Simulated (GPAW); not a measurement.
Crystal: InAs.

```
CELL_PARAMETERS angstrom
0.00000 3.01800 3.01800
3.01800 0.00000 3.01800
3.01800 3.01800 0.00000
ATOMIC_POSITIONS crystal
In 0.00000 0.00000 0.00000
As 0.25000 0.25000 0.25000
```

Base run:

```yaml
Program: GPAW 26.7.0
Functional: TPSS
Potentials_or_basis: GPAW PAW data sets (gpaw-data 1.2.1)
Cutoff: 600 eV
Basis: pw
k_mesh: 6 × 6 × 6
Occupations: fermi-dirac, width 0.05 eV
Spin: spin-orbit coupling, no magnetisation
```

Its results: pressure 3.2 GPa.

Question: The run is repeated on the same cell with these changes: functional from TPSS to MS2; spin axis theta (degrees) from 90 to 0. What comes out?

Answer: Pressure 1.6 GPa.

Caveats: spin-orbit coupling was added after a scalar SCF, so levels and gaps hold it while energy, forces, pressure and moments don't; the PAW data sets were made with another functional, which shifts forces and pressure a little.

Not every run made on this cell is shown here.
